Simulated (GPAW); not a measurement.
# GaN (P6_3mc) in GPAW: further runs

Aim: see how the results for GaN move with the level of theory and the settings. Levels: PBE, RPBE+D3(BJ). Tasks: single point, relaxation of cell and atoms.

Program: GPAW 26.7.0. These are calculated values, not measurements. Logs are shortened: lines on timing, memory, paths and dates and some standing lists are left out, and cuts for length are marked. The log counts tension as positive stress, the text compression.

**1. The crystal as given**

Symmetry: P6_3mc, No. 186, hexagonal system. The conventional cell has a = 3.180 Å, b = 3.180 Å, c = 5.166 Å, α = 90.00°, β = 90.00°, γ = 120.00°. Ga (site symmetry 3m) is surrounded by 4 N at 1.94 to 1.95 Å. N (site symmetry 3m) has 4 Ga at 1.94 to 1.95 Å as nearest neighbours.

**2. Single point, PBE**

File run.py:

```python
from ase import Atoms
from ase.dft.bandgap import bandgap
from ase.io import write
from ase.units import GPa
from gpaw import GPAW, PW

atoms = Atoms(['Ga', 'Ga', 'N', 'N'],
              cell=[[3.18, 0.0, 0.0],
                    [-1.59, 2.753960784, 0.0],
                    [0.0, 0.0, 5.166]],
              scaled_positions=[[0.6666666667, 0.3333333333, 0.5],
                                [0.3333333333, 0.6666666667, 0.0],
                                [0.6666666667, 0.3333333333, 0.875],
                                [0.3333333333, 0.6666666667, 0.375]],
              pbc=True)

calc = GPAW(mode=PW(340),
            xc='PBE',
            kpts={'size': (7, 7, 4), 'gamma': True},
            occupations={'name': 'fermi-dirac', 'width': 0.05},
            nbands=18,
            convergence={'density': 1e-05, 'energy': 1e-05},
            maxiter=75,
            txt='gpaw.txt')
atoms.calc = calc
energy = atoms.get_potential_energy()
forces = atoms.get_forces()
stress = atoms.get_stress()
calc.write('gs.gpw')
write('result.traj', atoms)
print(f'Energy: {energy:.6f} eV')
print('Forces (eV/A):')
print(forces.round(4))
print('Stress (GPa):', (stress / GPa).round(3))
print('Fermi level:', round(calc.get_fermi_level(), 4), 'eV')
print(f'Gap: {bandgap(calc)[0]:.4f} eV, direct: {bandgap(calc, direct=True)[0]:.4f} eV')
```

Potentials or basis: GPAW PAW data sets (gpaw-data 1.2.1), pw.

The run is started by

```console
> OMP_NUM_THREADS=1 python run.py
```

gpaw.txt:

```text
__  _  _
 | _ |_)|_||  |
 |__||  | ||/\| - 26.7.0

Input parameters:
  mode=PW(ecut=340.0),
  convergence={'density': 1e-05, 'energy': 1e-05},
  kpts=MonkhorstPack(size=(7, 7, 4), gamma=True),
  maxiter=75,
  nbands=18,
  occupations=Occupations(name='fermi-dirac', width=0.05),
  xc=XC(name='PBE')

Diagonalizing LCAO Hamiltonian
Converting LCAO to pw mode

           N

           Ga
        N

        Ga

Atoms  # Å, Bohr magnetons
|   | symbol |         x |        y |        z |    initial magnetic moments |
|---|--------|-----------|----------|----------|-----------------------------|
| 0 |     Ga |  1.590000 | 0.917987 | 2.583000 | ( 0.0000,  0.0000,  0.0000) |
| 1 |     Ga | -0.000000 | 1.835974 | 0.000000 | ( 0.0000,  0.0000,  0.0000) |
| 2 |      N |  1.590000 | 0.917987 | 4.520250 | ( 0.0000,  0.0000,  0.0000) |
| 3 |      N | -0.000000 | 1.835974 | 1.937250 | ( 0.0000,  0.0000,  0.0000) |

Unit cell  # Å
| periodic |         x |        y |        z |  lengths |     angles |
|----------|-----------|----------|----------|----------|------------|
|      yes |  3.180000 | 0.000000 | 0.000000 | 3.180000 |  90.000000 |
|      yes | -1.590000 | 2.753961 | 0.000000 | 3.180000 |  90.000000 |
|      yes |  0.000000 | 0.000000 | 5.166000 | 5.166000 | 120.000000 |

Number of symmetries: 6
Symmetry operations  # r_c * U_cc + t_c -> r_c
|   | kind |            matrix            |
|---|------|------------------------------|
| 0 |  σ   |  1, 1, 0,  0,-1, 0,  0, 0, 1 |
| 1 |  E   |  1, 0, 0,  0, 1, 0,  0, 0, 1 |
| 2 |  C3  |  0, 1, 0, -1,-1, 0,  0, 0, 1 |
| 3 |  σ   |  0,-1, 0, -1, 0, 0,  0, 0, 1 |
| 4 |  σ   | -1, 0, 0,  1, 1, 0,  0, 0, 1 |
| 5 |  C3  | -1,-1, 0,  1, 0, 0,  0, 0, 1 |

BZ-sampling:
  Number of BZ points: 196
  Number of IBZ points: 28

  Monkhorst-Pack size: [7, 7, 4]
  Monkhorst-Pack shift: [0.0, 0.0, 0.125]

K-points  # in reciprocal-cell coordinates
|     |                                coordinates |     weight |
|-----|--------------------------------------------|------------|
|   0 | (  0.00000000,   0.00000000,   0.00000000) | 0.00510204 |
|   1 | (  0.00000000,   0.00000000,   0.25000000) | 0.01020408 |
|   2 | (  0.00000000,   0.00000000,   0.50000000) | 0.00510204 |
|   3 | (  0.14285714,   0.00000000,  -0.25000000) | 0.03061224 |
|   4 | (  0.14285714,   0.00000000,   0.00000000) | 0.03061224 |
|   5 | (  0.14285714,   0.00000000,   0.25000000) | 0.03061224 |
|   6 | (  0.14285714,   0.00000000,   0.50000000) | 0.03061224 |
|   7 | (  0.28571429,  -0.14285714,   0.00000000) | 0.03061224 |
|   8 | (  0.28571429,  -0.14285714,   0.25000000) | 0.06122449 |
|   9 | (  0.28571429,  -0.14285714,   0.50000000) | 0.03061224 |
| ... |                                            |            |
|  27 | (  0.42857143,   0.42857143,   0.50000000) | 0.03061224 |

Plane wave coefficients: 658
Cutoff: 340.0 eV

Spin-components: 1 (collinear spins)
Bands:           18
Projectors:      20
Spin-degeneracy: 2
Datatype:        complex128

Parallelization:
  kpt:    1
  domain: 1
  band:   1

Density:
  Valence electrons: 16.0
  Components: 1
  Grid points: [14 14 24]
  Charge: 0.0  # |e|

Potential:
  Grid points: [14 14 24]

species:
  Ga:
    name:    Gallium
    Z:       31.0
    valence: 3
    core:    28
    charge:  0.0  # [|e|]
    compensation charges:
      type: gauss
      rc: 0.37  # [Å]
      lmax: 2
    cutoffs:
      filter: 2.06  # [Å]
      core: 4.17  # [Å]
    projectors
    | kind |    occ | energy [eV] | rcut [Å] |
    |------|--------|-------------|----------|
    |   4s |  2.000 |      -8.945 |    1.164 |
    |   4p |  1.000 |      -2.580 |    1.164 |
    |    s |        |      18.266 |    1.164 |
    |    p |        |      24.631 |    1.164 |
    |    d |        |       0.000 |    1.164 |

    Using partial waves for Ga as LCAO basis

  N:
    name:    Nitrogen
    Z:       7.0
    valence: 5
    core:    2
    charge:  0.0  # [|e|]
    compensation charges:
      type: gauss
      rc: 0.18  # [Å]
      lmax: 2
    cutoffs:
      filter: 1.11  # [Å]
      core: 0.96  # [Å]
    projectors
    | kind |    occ | energy [eV] | rcut [Å] |
    |------|--------|-------------|----------|
    |   2s |  2.000 |     -18.583 |    0.603 |
    |   2p |  3.000 |      -7.089 |    0.529 |
    |    s |        |       8.629 |    0.603 |
    |    p |        |      20.123 |    0.529 |
    |    d |        |       0.000 |    0.577 |

    Using partial waves for N as LCAO basis

Reference energy: -108732.786066  # eV

eigensolver:
  PPCG
  Converge bands: occupied
  niter=2

density mixing:
  MSR1-Mixer
  Pratt-step length: 0.05
  Maximum mixing coefficient: 0.75
  Old densities: 10
  SVD Regularization: 0.005
  Good broyden scale: 1.0
  Trust region scale: 1.0
  Backstep threshold: 4.0
  History deletion threshold: 6.0
  Fourier metric: weight=20.0, sigma=0.015

occupation numbers:
  Fermi-Dirac:
    width: 0.0500  # eV

poisson solver:
  ecut: 2720.0  # eV

xc functional:
  name: PBE with 2 nearest neighbor stencil

convergence criteria:
- Maximum integral of absolute [dens]ity change: 1e-05 electrons / valence electron
- Maximum [total energy] change in last 3 cyles: 1e-05 eV / valence electron
- Maximum integral of absolute [eigenst]ate change: 4e-08 eV^2 / valence electron
maximum number of iterations: 75

SCF iterations
|iter     | |      energy | eigst |  dens |
|---------|-|-------------|-------|-------|
|iter:   1| |  -18.940207 | -0.22 |       |
|iter:   2| |  -18.501973 | -2.16 | -0.66 |
|iter:   3| |  -17.077766 | -0.94 | -0.70 |
|iter:   4| |  -17.057403 | -3.24 | -1.31 |
|iter:   5| |  -17.053655 | -3.69 | -1.69 |
|iter:   6| |  -17.053735 | -5.28 | -2.86 |
|iter:   7| |  -17.053761c| -6.11 | -3.23 |
|iter:   8| |  -17.053759c| -6.84 | -3.78 |
|iter:   9| |  -17.053759c| -7.65c| -4.46 |
|iter:  10| |  -17.053759c| -8.24c| -4.84 |
|iter:  11| |  -17.053759c| -9.34c| -5.62c|

Converged in 11 steps
Energy contributions relative to reference atoms: (reference = -108732.786066)

Energy contributions:
  Kinetic:          47.096340
  Coulomb:         -33.393890
  Zero:              0.259936
  External:          0.000000
  Xc:              -31.016144
  Entropy:          -0.000000
  Spinorbit:         0.000000
  ----------------------------
  Free energy:     -17.053759
  Extrapolated:    -17.053759

dipole moment: (-0.000023, -0.000040, -11.485187)  # |e|*Ang

Fermi level: 7.565
Eigenvalues  # (at kpt = [0.000, 0.000, 0.000])
| band index |      eig [eV] | occ [0-2] |
|------------|---------------|-----------|
|          0 |        -9.880 |     2.000 |
|          1 |        -7.649 |     2.000 |
|          2 |        -0.435 |     2.000 |
|          3 |         5.748 |     2.000 |
|          4 |         5.749 |     2.000 |
|          5 |         6.800 |     2.000 |
[... 8 lines left out ...]
|         14 |        18.538 |     0.000 |
|         15 |        18.538 |     0.000 |
|        ... |               |           |
|         17 |        21.884 |     0.000 |

Gap: 1.421 eV
Transition (v -> c):
  (s=0, k=0, n=7, [0.00, 0.00, 0.00]) -> (s=0, k=0, n=8, [0.00, 0.00, 0.00])
No difference between direct/indirect transitions

Forces  # eV/Ang
|       x |        y |        z |
|---------|----------|----------|
| 0.00000 |  0.00000 | -0.18122 |  # Ga   0
| 0.00000 |  0.00000 | -0.18118 |  # Ga   1
| 0.00000 | -0.00000 |  0.17394 |  # N    2
| 0.00000 |  0.00000 |  0.17386 |  # N    3

Stress tensor  # eV/Ang^3
|         x |        y |         z |
|-----------|----------|-----------|
|  0.233230 | 0.000000 | -0.000000 |
|  0.000000 | 0.233230 |  0.000000 |
| -0.000000 | 0.000000 |  0.218909 |

# Writing to gs.gpw (mode='')
```

stdout:

```text
Energy: -17.053759 eV
Forces (eV/A):
[[ 0.      0.     -0.1812]
 [ 0.      0.     -0.1812]
 [ 0.     -0.      0.1739]
 [ 0.      0.      0.1739]]
Stress (GPa): [37.368 37.368 35.073  0.    -0.     0.   ]
Fermi level: 7.5651 eV
Gap: 1.4206 eV, direct: 1.4206 eV
```

Run time: 8.4 s. Hardware: 1 thread of Arm Neoverse V1, shared host; peak memory 0.13 GiB.

These settings aren't checked as converged: the numbers below hold their error.

What came out:

* Free energy: -17.0538 eV
* Pressure: -36.6 GPa
* Largest force: 0.181 eV/Å
* Band gap on the k mesh: 1.42 eV, direct

Caveat: the cutoff is short for stress and forces, so pressures can be off by a GPa or more; the data sets keep Ga 3d, Li 1s and Be 1s frozen, and some such compounds lay over 1.5 % in volume off other programs; a pressure of tens of GPa on the cell as given is suspect, and the run, the potentials or the cell itself is likely at fault.

**3. Single point, PBE**

File run.py:

```python
from ase.dft.bandgap import bandgap
from ase.io import write
from ase.spacegroup import crystal
from ase.units import GPa
from gpaw import GPAW, PW

# Ga 2b
# N 2b
atoms = crystal(['Ga', 'N'],
                basis=[[0.6666666667, 0.3333333333, 0.5],
                       [0.6666666667, 0.3333333333, 0.875]],
                spacegroup=186, setting=1,  # P6_3mc
                cellpar=[3.18, 3.18, 5.166, 90.0, 90.0, 120.0],
                primitive_cell=True)

calc = GPAW(mode=PW(400),
            xc='PBE',
            kpts={'size': (7, 7, 4), 'gamma': True},
            occupations={'name': 'fermi-dirac', 'width': 0.05},
            nbands=18,
            convergence={'density': 1e-05, 'energy': 1e-05},
            maxiter=50,
            txt='gpaw.txt')
atoms.calc = calc
energy = atoms.get_potential_energy()
forces = atoms.get_forces()
stress = atoms.get_stress()
calc.write('gs.gpw')
write('result.traj', atoms)
print(f'Energy: {energy:.6f} eV')
print('Forces (eV/A):')
print(forces.round(4))
print('Stress (GPa):', (stress / GPa).round(3))
print('Fermi level:', round(calc.get_fermi_level(), 4), 'eV')
print(f'Gap: {bandgap(calc)[0]:.4f} eV, direct: {bandgap(calc, direct=True)[0]:.4f} eV')
```

Potentials or basis: GPAW PAW data sets (gpaw-data 1.2.1), pw.

The run is started by

```console
> OMP_NUM_THREADS=1 python run.py
```

It took 9.5 s on 1 thread of Arm Neoverse V1, shared host; peak memory 0.14 GiB.

These settings aren't checked as converged: the numbers below hold their error.

What came out:

```yaml
Free_energy: -20.3763 eV
Pressure: -20.1 GPa
Largest_force: 0.182 eV/Å
Band_gap_on_the_k_mesh: 1.74 eV, direct
```

Caveat: the cutoff is short for stress and forces, so pressures can be off by a GPa or more; the data sets keep Ga 3d, Li 1s and Be 1s frozen, and some such compounds lay over 1.5 % in volume off other programs.

**4. Relaxation of cell and atoms, RPBE+D3(BJ), target pressure 1 GPa, at which the enthalpy is minimised**

File run.py:

```python
from ase.calculators.mixing import SumCalculator
from ase.filters import FrechetCellFilter
from ase.io import read, write
from ase.optimize import BFGS
from ase.units import GPa
from dftd3.ase import DFTD3
from gpaw import GPAW, PW

atoms = read('GaN.cif')

calc = GPAW(mode=PW(800),
            xc='RPBE',
            kpts={'size': (7, 7, 4), 'gamma': True},
            occupations={'name': 'fermi-dirac', 'width': 0.05},
            nbands=18,
            convergence={'density': 1e-05, 'energy': 1e-05},
            maxiter=150,
            txt='gpaw.txt')
atoms.calc = SumCalculator([calc, DFTD3(method='rpbe', damping='d3bj')])
opt = BFGS(FrechetCellFilter(atoms, scalar_pressure=1 * GPa), trajectory='relax.traj', logfile='-')
done = opt.run(fmax=0.05, steps=100)
calc.write('gs.gpw')
write('result.traj', atoms)
print('Converged:', done)
print('Cell:', atoms.cell.cellpar().round(4))
print('Volume:', round(atoms.get_volume(), 4))
print(atoms.get_scaled_positions().round(5))
```

File GaN.cif:

```cif
data_GaN
_cell_length_a 3.18000000
_cell_length_b 3.18000000
_cell_length_c 5.16600000
_cell_angle_alpha 90.00000000
_cell_angle_beta 90.00000000
_cell_angle_gamma 120.00000000
_space_group_name_H-M_alt 'P1'
_space_group_name_Hall 'P 1'
_space_group_IT_number 1
loop_
_space_group_symop_operation_xyz
'x,y,z'
loop_
_atom_site_label
_atom_site_type_symbol
_atom_site_symmetry_multiplicity
_atom_site_Wyckoff_symbol
_atom_site_fract_x
_atom_site_fract_y
_atom_site_fract_z
_atom_site_occupancy
Ga1 Ga 1 a 0.6666666667 0.3333333333 0.5000000000 1
Ga2 Ga 1 a 0.3333333333 0.6666666667 0.0000000000 1
N1 N 1 a 0.6666666667 0.3333333333 0.8750000000 1
N2 N 1 a 0.3333333333 0.6666666667 0.3750000000 1
```

Potentials or basis: the program's PAW data sets (release 1.2.1) made for this functional, pw.

The run is started by

```console
> OMP_NUM_THREADS=1 python run.py
```

Run time: 92 s. Hardware: 1 thread of Arm Neoverse V1, shared host; peak memory 0.24 GiB.

The run converged. Its results:

```
Free energy                                            : -27.0099 eV
Relaxed volume                                         : 11.25 Å³/atom
Relaxed cell                                           : a = 3.175 Å, b = 3.175 Å, c = 5.157 Å, α = 90.00°, β = 90.00°, γ = 120.00°
Space group after relaxing (to 0.05 Å)                 : P6_3mc (No. 186)
Energy change on relaxing (the enthalpy is what falls) : -0.2 meV/atom
Ionic steps                                            : 5
Pressure after relaxing                                : 1.0 GPa
Largest force after relaxing                           : 0.011 eV/Å
Band gap on the k mesh                                 : 2.17 eV, direct
Dispersion energy per atom                             : -1.152 eV
```

Forces in eV/Å, atoms in the order of the input:
```
Ga   0.000  0.000  0.010
Ga   0.000  0.000  0.010
N    0.000  0.000 -0.011
N    0.000  0.000 -0.011
```

Stress tensor (GPa, compression positive):
```
1.21 0.00 0.00
0.00 1.21 0.00
0.00 0.00 0.63
```

Step by step:
```
step  energy change (eV)  largest force (eV/Å)  pressure (GPa)  volume (Å³)
   1              0.0000                0.1974           -0.14        45.24
   2             -0.0017                0.0941            0.04        45.20
   3             -0.0018                0.0058            0.38        45.13
   4             -0.0016                0.0134            0.54        45.10
   5             -0.0009                0.0109            1.02        45.01
```

Final structure:
```cif
data_structure
_symmetry_space_group_name_H-M 'P 1'
_symmetry_Int_Tables_number 1
_cell_length_a 3.1746
_cell_length_b 3.1746
_cell_length_c 5.1567
_cell_angle_alpha 90.000
_cell_angle_beta 90.000
_cell_angle_gamma 120.000
_cell_volume 45.01
loop_
_atom_site_label
_atom_site_type_symbol
_atom_site_fract_x
_atom_site_fract_y
_atom_site_fract_z
_atom_site_occupancy
Ga1 Ga 0.66667 0.33333 0.49877 1
Ga2 Ga 0.33333 0.66667 0.99877 1
N1 N 0.66667 0.33333 0.87622 1
N2 N 0.33333 0.66667 0.37621 1
```

Levels at points of the mesh, in eV from the valence-band top:
```
           k point  band 6  band 7  band 8  band 9  band 10  band 11
(0.00, 0.00, 0.00)   -0.01    0.00    0.00    2.17     4.50     9.50
(0.00, 0.00, 0.50)   -0.54   -0.54   -0.54    4.50     4.50     8.75
```

Caveat: the data sets keep Ga 3d, Li 1s and Be 1s frozen, and some such compounds lay over 1.5 % in volume off other programs; later steps reuse the first step's grids.
